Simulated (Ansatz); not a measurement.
Runs of Ansatz 0.2.0 on C. The structure is monoclinic, space group C2/m (No. 12). The conventional cell has a = 4.255 Å, b = 2.457 Å, c = 3.765 Å, α = 90.00°, β = 111.49°, γ = 90.00°. C (site symmetry m) is surrounded by 3 C at 1.42 Å. This is a stacking variant of graphite.

```tsv
task	level	cell	k mesh	cutoff (eV)	smearing	atoms under strain	points for each segment of the path	gap on the mesh (eV)	pressure (GPa)	relaxed volume (Å³/atom)
elastic constants	LDA	as given	10 × 10 × 6	420	fixed	relaxed	-	1.35	-4.1	-
relaxation of cell and atoms	revPBE	relaxed	13 × 13 × 8	420	fermi-dirac 0.05 eV	-	-	(b)	0.0	(a)
band structure	BLYP	as given	13 × 13 × 8	420	fermi-dirac 0.05 eV	-	14	-	6.4	-
band structure	r2SCAN	as given	13 × 13 × 8	500	fermi-dirac 0.05 eV	-	14	-	-0.2	-
relaxation of cell and atoms	BLYP+D4	relaxed	13 × 13 × 8	420	fermi-dirac 0.05 eV	-	-	0.54	0.0	(c)
relaxation of cell and atoms	BLYP+D3(BJ)	relaxed	13 × 13 × 8	420	fermi-dirac 0.05 eV	-	-	0.61	0.0	8.67
```

Alike in all rows: potentials or basis Ansatz PAW; no spin polarisation.

Question: Estimate the missing entries.

Answer: (a) 13.60; (b) 1.49; (c) 8.45.

Caveats: the PAW data sets come from PBE, with cores solved anew for the run's functional, which leaves a small shift of forces and pressure; odd divisions of the mesh miss points on the zone boundary, where band edges often lie, so the gap on the mesh can be too wide (some runs); the plane-wave basis is chosen anew once the cell has moved, so the energies of steps on either side of that aren't comparable (some runs); the cell is more than 3 GPa from zero pressure, which shifts response properties (some runs); the volume moved by over 15 % at a fixed basis, so the end points are rough (some runs); this functional lacks dispersion, which binds the layers, so the pressure and a relaxed spacing across them are unreliable, and here the layers came unbound (some runs); this functional lacks dispersion, which binds the layers, so the pressure and a relaxed spacing across them are unreliable (some runs).

A k mesh can miss the band edges.

Runs at the PBE level aren't shown here.
